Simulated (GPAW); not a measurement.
# Cl (Cmce) in GPAW: settings compared

The runs below take Cl through single point, relaxation of cell and atoms, with LDA, PBEsol, PBEsol+D3, PBEsol+D3(BJ), PBEsol+D3(BJ)+ATM.

Everything below comes from runs of GPAW 26.7.0. Logs are shortened: lines on timing, memory, paths and dates and some standing lists are left out, and cuts for length are marked. The log counts tension as positive stress, the text compression.

### 1 The structure

It takes space group Cmce (No. 64, orthorhombic). Conventional cell: a = 6.290 Å, b = 4.500 Å, c = 8.210 Å, α = 90.00°, β = 90.00°, γ = 90.00°. Cl (site symmetry m) has 1 Cl at 2.02 Å as nearest neighbours.

### 2 Single point, LDA

Contents of run.py:

```python
from ase.dft.bandgap import bandgap
from ase.io import read, write
from ase.units import GPa
from gpaw import GPAW, PW

atoms = read('POSCAR')

calc = GPAW(mode=PW(400),
            xc='LDA',
            kpts={'size': (6, 6, 3), 'gamma': True},
            occupations={'name': 'fermi-dirac', 'width': 0.05},
            nbands=26,
            maxiter=120,
            txt='gpaw.txt')
atoms.calc = calc
energy = atoms.get_potential_energy()
forces = atoms.get_forces()
stress = atoms.get_stress()
calc.write('gs.gpw')
write('result.traj', atoms)
print(f'Energy: {energy:.6f} eV')
print('Forces (eV/A):')
print(forces.round(4))
print('Stress (GPa):', (stress / GPa).round(3))
print('Fermi level:', round(calc.get_fermi_level(), 4), 'eV')
print(f'Gap: {bandgap(calc)[0]:.4f} eV, direct: {bandgap(calc, direct=True)[0]:.4f} eV')
```

Contents of POSCAR:

```
Cl
1.0
    3.1450000000     -2.2500000000      0.0000000000
    3.1450000000      2.2500000000      0.0000000000
    0.0000000000      0.0000000000      8.2100000000
Cl
4
Direct
    0.3700000000      0.6300000000      0.4000000000
    0.1300000000      0.8700000000      0.9000000000
    0.6300000000      0.3700000000      0.6000000000
    0.8700000000      0.1300000000      0.1000000000
```

Potentials or basis: the program's PAW data sets (release 1.2.1) made for this functional, pw.

Launch:

```console
$ OMP_NUM_THREADS=1 python run.py
```

gpaw.txt:

```text
__  _  _
 | _ |_)|_||  |
 |__||  | ||/\| - 26.7.0

Input parameters:
  mode=PW(ecut=400.0),
  kpts=MonkhorstPack(size=(6, 6, 3), gamma=True),
  maxiter=120,
  nbands=26,
  occupations=Occupations(name='fermi-dirac', width=0.05),
  xc=XC(name='LDA')

Diagonalizing LCAO Hamiltonian
Converting LCAO to pw mode

          Cl

        Cl

         Cl

       Cl

Atoms  # Å, Bohr magnetons
|   | symbol |        x |         y |        z |    initial magnetic moments |
|---|--------|----------|-----------|----------|-----------------------------|
| 0 |     Cl | 3.145000 |  0.585000 | 3.284000 | ( 0.0000,  0.0000,  0.0000) |
| 1 |     Cl | 3.145000 |  1.665000 | 7.389000 | ( 0.0000,  0.0000,  0.0000) |
| 2 |     Cl | 3.145000 | -0.585000 | 4.926000 | ( 0.0000,  0.0000,  0.0000) |
| 3 |     Cl | 3.145000 | -1.665000 | 0.821000 | ( 0.0000,  0.0000,  0.0000) |

Unit cell  # Å
| periodic |        x |         y |        z |  lengths |    angles |
|----------|----------|-----------|----------|----------|-----------|
|      yes | 3.145000 | -2.250000 | 0.000000 | 3.866979 | 90.000000 |
|      yes | 3.145000 |  2.250000 | 0.000000 | 3.866979 | 90.000000 |
|      yes | 0.000000 |  0.000000 | 8.210000 | 8.210000 | 71.161476 |

Number of symmetries: 4
Symmetry operations  # r_c * U_cc + t_c -> r_c
|   | kind |            matrix            |
|---|------|------------------------------|
| 0 |  E   |  1, 0, 0,  0, 1, 0,  0, 0, 1 |
| 1 |  C2  |  0, 1, 0,  1, 0, 0,  0, 0,-1 |
| 2 |  σ   |  0,-1, 0, -1, 0, 0,  0, 0, 1 |
| 3 |  i   | -1, 0, 0,  0,-1, 0,  0, 0,-1 |

BZ-sampling:
  Number of BZ points: 108
  Number of IBZ points: 34

  Monkhorst-Pack size: [6, 6, 3]
  Monkhorst-Pack shift: [0.08333333333333333, 0.08333333333333333, 0.0]

K-points  # in reciprocal-cell coordinates
|     |                                coordinates |     weight |
|-----|--------------------------------------------|------------|
|   0 | (  0.00000000,   0.00000000,   0.00000000) | 0.00925926 |
|   1 | (  0.00000000,   0.00000000,   0.33333333) | 0.01851852 |
|   2 | (  0.16666667,  -0.16666667,  -0.33333333) | 0.01851852 |
|   3 | (  0.16666667,  -0.16666667,   0.00000000) | 0.01851852 |
|   4 | (  0.16666667,  -0.16666667,   0.33333333) | 0.01851852 |
|   5 | (  0.16666667,   0.00000000,  -0.33333333) | 0.03703704 |
|   6 | (  0.16666667,   0.00000000,   0.00000000) | 0.03703704 |
|   7 | (  0.16666667,   0.00000000,   0.33333333) | 0.03703704 |
|   8 | (  0.16666667,   0.16666667,   0.00000000) | 0.01851852 |
|   9 | (  0.16666667,   0.16666667,   0.33333333) | 0.03703704 |
| ... |                                            |            |
|  33 | (  0.50000000,   0.50000000,   0.33333333) | 0.01851852 |

Plane wave coefficients: 2146
Cutoff: 400.0 eV

Spin-components: 1 (collinear spins)
Bands:           26
Projectors:      20
Spin-degeneracy: 2
Datatype:        complex128

Parallelization:
  kpt:    1
  domain: 1
  band:   1

Density:
  Valence electrons: 28.0
  Components: 1
  Grid points: [18 18 40]
  Charge: 0.0  # |e|

Potential:
  Grid points: [18 18 40]

species:
  Cl:
    name:    Chlorine
    Z:       17.0
    valence: 7
    core:    10
    charge:  0.0  # [|e|]
    compensation charges:
      type: gauss
      rc: 0.25  # [Å]
      lmax: 2
    cutoffs:
      filter: 1.40  # [Å]
      core: 1.49  # [Å]
    projectors
    | kind |    occ | energy [eV] | rcut [Å] |
    |------|--------|-------------|----------|
    |   3s |  2.000 |     -20.688 |    0.794 |
    |   3p |  5.000 |      -8.701 |    0.794 |
    |    s |        |       6.523 |    0.794 |
    |    p |        |      18.511 |    0.794 |
    |    d |        |       0.000 |    0.794 |

    Using partial waves for Cl as LCAO basis

Reference energy: -50076.518533  # eV

eigensolver:
  PPCG
  Converge bands: occupied
  niter=2

density mixing:
  MSR1-Mixer
  Pratt-step length: 0.05
  Maximum mixing coefficient: 0.75
  Old densities: 10
  SVD Regularization: 0.005
  Good broyden scale: 1.0
  Trust region scale: 1.0
  Backstep threshold: 4.0
  History deletion threshold: 6.0
  Fourier metric: weight=20.0, sigma=0.015

occupation numbers:
  Fermi-Dirac:
    width: 0.0500  # eV

poisson solver:
  ecut: 3200.0  # eV

xc functional:
  name: None

convergence criteria:
- Maximum [total energy] change in last 3 cyles: 0.0005 eV / valence electron
- Maximum integral of absolute [dens]ity change: 0.0001 electrons / valence electron
- Maximum integral of absolute [eigenst]ate change: 4e-08 eV^2 / valence electron
maximum number of iterations: 120

SCF iterations
|iter     | |      energy | eigst |  dens |
|---------|-|-------------|-------|-------|
|iter:   1| |   -9.127752 | -0.05 |       |
|iter:   2| |   -9.090159 | -1.76 | -1.07 |
|iter:   3| |   -8.599160 | -1.83 | -1.10 |
|iter:   4| |   -8.569125 | -2.49 | -1.68 |
|iter:   5| |   -8.568555 | -4.22 | -2.37 |
|iter:   6| |   -8.568521c| -5.43 | -2.65 |
|iter:   7| |   -8.568521c| -6.50 | -3.39 |
|iter:   8| |   -8.568521c| -7.62c| -4.24c|

Converged in 8 steps
Energy contributions relative to reference atoms: (reference = -50076.518533)

Energy contributions:
  Kinetic:           2.235247
  Coulomb:          -1.660678
  Zero:             -0.007718
  External:          0.000000
  Xc:               -9.135372
  Entropy:          -0.000000
  Spinorbit:         0.000000
  ----------------------------
  Free energy:      -8.568521
  Extrapolated:     -8.568521

dipole moment: (0.000015, -0.000000, 0.000019)  # |e|*Ang

Fermi level: 0.854
Eigenvalues  # (at kpt = [0.000, 0.000, 0.000])
| band index |      eig [eV] | occ [0-2] |
|------------|---------------|-----------|
|          0 |       -16.981 |     2.000 |
|        ... |               |           |
|          6 |        -3.069 |     2.000 |
|          7 |        -2.925 |     2.000 |
|          8 |        -2.565 |     2.000 |
|          9 |        -2.556 |     2.000 |
|         10 |        -1.145 |     2.000 |
|         11 |        -0.829 |     2.000 |
[... 8 lines left out ...]
|         20 |         9.342 |     0.000 |
|         21 |         9.682 |     0.000 |
|        ... |               |           |
|         25 |        11.666 |     0.000 |

Gap: 2.331 eV
Transition (v -> c):
  (s=0, k=32, n=13, [0.50, 0.50, 0.00]) -> (s=0, k=0, n=14, [0.00, 0.00, 0.00])
Direct/indirect transitions are different
Direct gap: 2.386 eV
Transition at: (s=0, k=0, n=13, [0.00, 0.00, 0.00])

Forces  # eV/Ang
|       x |        y |        z |
|---------|----------|----------|
| 0.00000 | -0.13957 |  0.01699 |  # Cl   0
| 0.00000 |  0.13737 |  0.01233 |  # Cl   1
| 0.00000 |  0.13957 | -0.01699 |  # Cl   2
| 0.00000 | -0.13737 | -0.01233 |  # Cl   3

Stress tensor  # eV/Ang^3
|        x |        y |        z |
|----------|----------|----------|
| 0.009308 | 0.000000 | 0.000000 |
| 0.000000 | 0.018125 | 0.000002 |
| 0.000000 | 0.000002 | 0.020710 |

# Writing to gs.gpw (mode='')
```

stdout:

```text
Energy: -8.568521 eV
Forces (eV/A):
[[ 0.     -0.1396  0.017 ]
 [ 0.      0.1374  0.0123]
 [ 0.      0.1396 -0.017 ]
 [ 0.     -0.1374 -0.0123]]
Stress (GPa): [1.491 2.904 3.318 0.    0.    0.   ]
Fermi level: 0.8545 eV
Gap: 2.3315 eV, direct: 2.3863 eV
```

Run time: 29 s. Hardware: 1 thread of AMD EPYC 7R43 (Zen 3), shared host; peak memory 0.18 GiB.

The run converged, but some of its settings lie outside the range that counts as converged, so its numbers aren't taken as properties of the crystal.

What came out:

```
Free energy            : -8.5685 eV
Pressure               : -2.6 GPa
Largest force          : 0.141 eV/Å
Band gap on the k mesh : 2.33 eV, indirect (least direct gap 2.39 eV)
```

Caveat: the cutoff is short for stress and forces, so pressures can be off by a GPa or more; an odd mesh through Γ misses points on the zone boundary, where band edges often lie.

### 3 Relaxation of cell and atoms, PBEsol

Contents of run.py:

```python
from ase import Atoms
from ase.filters import FrechetCellFilter
from ase.io import write
from ase.optimize import BFGS
from gpaw import GPAW, PW, setup_paths

setup_paths.insert(0, '.')

atoms = Atoms(['Cl', 'Cl', 'Cl', 'Cl'],
              cell=[[3.145, -2.25, 0.0],
                    [3.145, 2.25, 0.0],
                    [0.0, 0.0, 8.21]],
              scaled_positions=[[0.37, 0.63, 0.4],
                                [0.13, 0.87, 0.9],
                                [0.63, 0.37, 0.6],
                                [0.87, 0.13, 0.1]],
              pbc=True)

calc = GPAW(mode=PW(600),
            xc='PBEsol',
            kpts={'size': (5, 5, 3), 'gamma': True},
            occupations={'name': 'fermi-dirac', 'width': 0.05},
            nbands=26,
            convergence={'density': 1e-05, 'forces': 0.0001},
            maxiter=150,
            txt='gpaw.txt')
atoms.calc = calc
opt = BFGS(FrechetCellFilter(atoms), trajectory='relax.traj', logfile='-')
done = opt.run(fmax=0.02, steps=60)
calc.write('gs.gpw')
write('result.traj', atoms)
print('Converged:', done)
print('Cell:', atoms.cell.cellpar().round(4))
print('Volume:', round(atoms.get_volume(), 4))
print(atoms.get_scaled_positions().round(5))
```

Potentials or basis: PAW data sets generated in the run's folder for this functional, pw.

Launch:

```console
$ gpaw-setup -f PBEsol Cl
$ OMP_NUM_THREADS=1 python run.py
```

Run time: 7.5 min. Hardware: 1 thread of Intel Xeon 6975P-C (Granite Rapids), shared host; peak memory 0.28 GiB.

Results (log left out):

```
Free energy                            : -7.8729 eV
Relaxed volume                         : 26.20 Å³/atom
Relaxed cell                           : a = 3.912 Å, b = 3.912 Å, c = 7.970 Å, α = 90.00°, β = 90.00°, γ = 59.22°
Space group after relaxing (to 0.05 Å) : Cmce (No. 64)
Energy gained by relaxing              : 27.0 meV/atom
Ionic steps                            : 23
Pressure after relaxing                : 0.0 GPa
Band gap on the k mesh                 : 1.99 eV, direct
```

Forces in eV/Å, atoms in the order of the input:
```
Cl   0.000 -0.003  0.001
Cl   0.000  0.002  0.002
Cl   0.000  0.003 -0.001
Cl   0.000 -0.002 -0.002
```

The path:
```csv
step,energy change (eV),largest force (eV/Å),pressure (GPa),volume (Å³)
1,0.0000,0.1229,-0.86,116.19
2,-0.0022,0.0974,-0.72,116.00
3,-0.0084,0.2551,-0.23,114.98
4,-0.0140,0.3647,0.02,113.98
5,-0.0353,0.6125,0.76,109.44
6,-0.0478,0.5310,1.00,106.05
7,-0.0602,0.2680,0.44,105.91
8,-0.0656,0.0617,-0.18,106.41
9,-0.0660,0.0699,-0.22,106.11
10,-0.0673,0.1097,-0.30,105.52
11,-0.0709,0.1931,-0.39,104.13
12,-0.0778,0.2729,-0.41,101.79
13,-0.0841,0.2603,-0.29,99.94
14,-0.0887,0.1564,-0.09,99.91
15,-0.0914,0.0194,0.22,100.45
16,-0.0916,0.0218,0.18,100.49
17,-0.0922,0.0451,0.08,100.60
18,-0.0940,0.0858,-0.06,100.97
19,-0.0975,0.1309,-0.24,101.81
20,-0.1018,0.1456,-0.34,103.03
21,-0.1059,0.1019,-0.27,104.14
22,-0.1079,0.0223,-0.07,104.74
23,-0.1081,0.0030,-0.01,104.78
```

Final structure:
```
Cl
1.0
     3.40119   -1.93281   -0.00003
     3.40119    1.93281    0.00003
     0.00000    0.00007    7.96955
Cl
4
Cartesian
  3.4012 0.4974 3.0945
  3.4012 1.4358 7.0792
  3.4012 -0.4973 4.8750
  3.4012 -1.4357 0.8904
```

Levels at points of the mesh, in eV from the valence-band top:
```tsv
k point	band 11	band 12	band 13	band 14	band 15	band 16	band 17	band 18
(0.00, 0.00, 0.00)	-1.24	-0.50	-0.46	0.00	1.99	2.97	6.43	6.84
```

Caveat: later steps reuse the first step's grids; an odd mesh through Γ misses points on the zone boundary, where band edges often lie.

### 4 Relaxation of cell and atoms, PBEsol+D3

Edit run.py of step 3 so:

```diff
@@ -1,2 +1,3 @@
 from ase import Atoms
+from ase.calculators.mixing import SumCalculator
 from ase.filters import FrechetCellFilter
@@ -4,2 +5,3 @@
 from ase.optimize import BFGS
+from dftd3.ase import DFTD3
 from gpaw import GPAW, PW, setup_paths
@@ -26,3 +28,3 @@
             txt='gpaw.txt')
-atoms.calc = calc
+atoms.calc = SumCalculator([calc, DFTD3(method='pbesol', damping='d3zero')])
 opt = BFGS(FrechetCellFilter(atoms), trajectory='relax.traj', logfile='-')
```

Launch:

```console
$ gpaw-setup -f PBEsol Cl
$ OMP_NUM_THREADS=1 python run.py
```

Wall time 9.2 min (1 thread of Intel Xeon 6975P-C (Granite Rapids), shared host); peak memory 0.33 GiB.

The run converged. Its results:

- Free energy: -8.2683 eV
- Relaxed volume: 23.60 Å³/atom
- Relaxed cell: a = 3.667 Å, b = 3.667 Å, c = 7.884 Å, α = 90.00°, β = 90.00°, γ = 62.97°
- Space group after relaxing (to 0.05 Å): Cmce (No. 64)
- Energy gained by relaxing: 37.8 meV/atom
- Ionic steps: 29
- Pressure after relaxing: 0.0 GPa
- Largest force after relaxing: 0.004 eV/Å
- Band gap on the k mesh: 2.00 eV, direct
- Dispersion energy per atom: -0.108 eV

Forces on the atoms (eV/Å):
```
Cl   0.000 -0.001  0.003
Cl   0.000  0.003  0.002
Cl   0.000  0.001 -0.003
Cl   0.000 -0.003 -0.002
```

The path:
```csv
step,energy change (eV),largest force (eV/Å),pressure (GPa),volume (Å³)
1,0.0000,0.1162,-1.45,116.19
2,-0.0036,0.0840,-1.29,115.86
3,-0.0157,0.3566,-0.58,113.85
4,-0.0265,0.5164,-0.21,111.85
5,-0.0639,0.8755,1.09,103.06
6,-0.0863,0.7143,1.28,99.14
7,-0.1136,0.2164,0.23,98.26
8,-0.1175,0.1002,-0.28,98.64
9,-0.1183,0.1118,-0.36,98.27
10,-0.1211,0.1714,-0.50,97.35
11,-0.1262,0.2423,-0.57,95.62
12,-0.1315,0.2422,-0.43,93.66
13,-0.1351,0.1516,-0.16,93.04
14,-0.1375,0.0280,0.12,93.33
15,-0.1379,0.0222,0.14,93.55
16,-0.1384,0.0328,0.16,93.75
17,-0.1399,0.0662,0.19,94.22
18,-0.1425,0.1016,0.21,94.86
19,-0.1466,0.1087,0.16,95.62
20,-0.1496,0.0602,0.06,95.93
21,-0.1500,0.0230,0.00,95.72
22,-0.1499,0.0094,-0.04,95.36
23,-0.1497,0.0184,-0.05,95.16
24,-0.1497,0.0244,-0.05,95.02
25,-0.1497,0.0359,-0.06,94.70
26,-0.1498,0.0455,-0.06,94.35
27,-0.1504,0.0456,-0.05,94.06
28,-0.1509,0.0265,-0.03,94.17
29,-0.1513,0.0037,0.00,94.41
```

Final structure:
```yaml
crystal:
  lattice:
    - [3.12666, -1.91502, -0.00003]
    - [3.12666, 1.91502, 0.00003]
    - [0.00000, 0.00008, 7.88386]
  atoms:
    - { symbol: Cl, position: [0.36741, 0.63259, 0.38781] }
    - { symbol: Cl, position: [0.13269, 0.86731, 0.88784] }
    - { symbol: Cl, position: [0.63259, 0.36741, 0.61219] }
    - { symbol: Cl, position: [0.86731, 0.13269, 0.11216] }
```

Levels at points of the mesh, in eV from the valence-band top:
```
           k point  band 11  band 12  band 13  band 14  band 15  band 16  band 17  band 18
(0.00, 0.00, 0.00)    -1.29    -0.58    -0.28     0.00     2.00     2.99     6.87     6.94
```

Caveat: later steps reuse the first step's grids; the volume moved by over 15 % at a fixed basis, so the end points are rough; an odd mesh through Γ misses points on the zone boundary, where band edges often lie.

### 5 Relaxation of cell and atoms, PBEsol+D3(BJ)

Edit run.py of step 4 so:

```diff
@@ -28,3 +28,3 @@
             txt='gpaw.txt')
-atoms.calc = SumCalculator([calc, DFTD3(method='pbesol', damping='d3zero')])
+atoms.calc = SumCalculator([calc, DFTD3(method='pbesol', damping='d3bj')])
 opt = BFGS(FrechetCellFilter(atoms), trajectory='relax.traj', logfile='-')
```

Launch:

```console
$ gpaw-setup -f PBEsol Cl
$ OMP_NUM_THREADS=1 python run.py
```

Wall time 8.2 min (1 thread of Intel Xeon 6975P-C (Granite Rapids), shared host); peak memory 0.3 GiB.

The run converged. Its results:

```
Free energy                            : -8.4268 eV
Relaxed volume                         : 23.63 Å³/atom
Relaxed cell                           : a = 3.699 Å, b = 3.699 Å, c = 7.825 Å, α = 90.00°, β = 90.00°, γ = 62.01°
Space group after relaxing (to 0.05 Å) : Cmce (No. 64)
Energy gained by relaxing              : 45.9 meV/atom
Ionic steps                            : 24
Pressure after relaxing                : 0.0 GPa
Largest force after relaxing           : 0.016 eV/Å
Band gap on the k mesh                 : 2.01 eV, direct
Dispersion energy per atom             : -0.147 eV
```

Forces in eV/Å, atoms in the order of the input:
```
Cl   0.000 -0.011  0.012
Cl   0.000  0.011  0.012
Cl   0.000  0.011 -0.012
Cl   0.000 -0.011 -0.012
```

Stress tensor (GPa, compression positive):
```
-0.12  0.00  0.00
 0.00 -0.07  0.00
 0.00  0.00  0.06
```

Step by step:
```
step  energy change (eV)  largest force (eV/Å)  pressure (GPa)  volume (Å³)
   1              0.0000                0.1266           -1.52       116.19
   2             -0.0042                0.1004           -1.35       115.85
   3             -0.0206                0.4189           -0.54       113.50
   4             -0.0354                0.6054           -0.11       111.18
   5             -0.0802                0.9817            1.47       101.33
   6             -0.1066                0.7168            1.16        99.67
   7             -0.1377                0.0900           -0.47        99.84
   8             -0.1383                0.1308           -0.23        98.07
   9             -0.1399                0.1242           -0.32        98.21
  10             -0.1520                0.1443           -0.79        98.00
  11             -0.1618                0.1713           -0.87        96.31
  12             -0.1672                0.1256           -0.42        93.63
  13             -0.1685                0.0464            0.04        92.53
  14             -0.1688                0.0183            0.14        92.54
  15             -0.1690                0.0167            0.18        92.57
  16             -0.1702                0.0587            0.32        92.73
  17             -0.1725                0.1068            0.44        93.04
  18             -0.1774                0.1381            0.48        93.76
  19             -0.1824                0.0872            0.27        94.78
  20             -0.1835                0.0504            0.12        95.02
  21             -0.1838                0.0139            0.00        94.88
  22             -0.1837                0.0081           -0.04        94.73
  23             -0.1837                0.0104           -0.04        94.68
  24             -0.1836                0.0164           -0.04        94.52
```

Final structure:
```xyz
4
Lattice="3.1702 -1.9050 0.0000 3.1702 1.9050 0.0000 0.0000 0.0000 7.8254" Properties=species:S:1:pos:R:3 pbc="T T T"
Cl    3.1702    0.5151    3.0301
Cl    3.1702    1.3901    6.9427
Cl    3.1702   -0.5150    4.7953
Cl    3.1702   -1.3901    0.8826
```

Levels at points of the mesh, in eV from the valence-band top:
```tsv
k point	band 11	band 12	band 13	band 14	band 15	band 16	band 17	band 18
(0.00, 0.00, 0.00)	-1.34	-0.61	-0.35	0.00	2.01	2.96	6.80	6.96
```

Caveat: later steps reuse the first step's grids; the volume moved by over 15 % at a fixed basis, so the end points are rough; an odd mesh through Γ misses points on the zone boundary, where band edges often lie.

(Part 1 of 2 ends here.)
